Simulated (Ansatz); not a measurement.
Something may be wrong with this Ansatz 0.2.0 calculation of PbO2.

Contents of input.yaml:

```yaml
crystal:
  lattice:
    - [0.0, 2.9106326485, 2.9106326485]
    - [2.9106326485, 0.0, 2.9106326485]
    - [2.9106326485, 2.9106326485, 0.0]
  atoms:
    - { symbol: Pb, position_ang: [0.0, 0.0, 0.0] }
    - { symbol: O, position_ang: [4.365948973, 4.365948973, 4.365948973] }
    - { symbol: O, position_ang: [1.455316324, 1.455316324, 1.455316324] }
hamiltonian:
  xc: pbe
  pseudopotentials: { kind: paw }
kpoints:
  mp_grid: { grid: [9, 9, 9] }
scf:
  occupations: { method: methfessel_paxton, width: 0.15 }
  max_iter: 75
output:
  forces: true
  stress: true
  eigenvalues: true
accuracy: "yes please"
```

Potentials or basis: Ansatz PAW.

The run is started by

```sh
$ ansatz run input.yaml --threads 2 --pin off --max-ram 5120MiB --backend cpu --events-out ev --progress --plain --runs-dir out
```

Output:

```text
Error: YAML parse error: error: line 22 column 1: unknown variant `yes please`, expected one of low, medium, high
  --> <input>:22:1
   |
20 |   stress: true
21 |   eigenvalues: true
22 | accuracy: "yes please"
   | ^ unknown variant `yes please`, expected one of low, medium, high
```

Q: Diagnose the run.

A: The program refused the input. The input holds a flaw that was put in on purpose: a value of the wrong type (accuracy = yes please).
